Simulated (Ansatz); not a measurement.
MnS: equation of state with BLYP

The system is MnS.

```
Mn S
1.0
     3.95358    0.00000    0.00000
    -1.97679    3.42390    0.00000
     0.00000    0.00000    6.34253
Mn S
2 2
Direct
  0.66667 0.33333 0.49884
  0.33333 0.66667 0.99884
  0.33333 0.66667 0.62615
  0.66667 0.33333 0.12615
```

The cell is a database's computed one.

| Item | Value |
| --- | --- |
| Program | Ansatz 0.2.0 |
| Task | equation of state |
| Functional | BLYP |
| Potentials or basis | Ansatz PAW |
| Cutoff | 420 eV |
| Density cutoff | 1680 eV |
| k mesh | 8 × 8 × 4 |
| Occupations | fermi-dirac, width 0.05 eV |
| Spin | collinear spin, ferromagnetic start |
| Starting moments | [4.0, 4.0, 0.0, 0.0] μB |

```yaml
Equilibrium_volume: "23.58 Å³/atom (rough: see the caveat)"
Bulk_modulus_at_fixed_shape_and_positions: 59 GPa (rough)
```

Energy against volume, from the lowest point:
```tsv
volume (Å³/atom)	energy (meV/atom)
20.176	88.55
20.606	66.29
21.035	46.94
21.464	30.61
21.893	17.37
22.323	7.22
22.752	0.00
```

All runs of the series together: 73 s on 2 threads of Arm Neoverse V1, with other jobs on the host.

Caveat: the potentials were made for another functional, which shifts forces and pressure; the fit is doubtful: noisy points or a state that changes with volume; the minimum lies outside the volumes run; the cell was scaled at fixed shape and fractional positions, which overstates the stiffness of a crystal with free parameters, most of all of layers and chains.
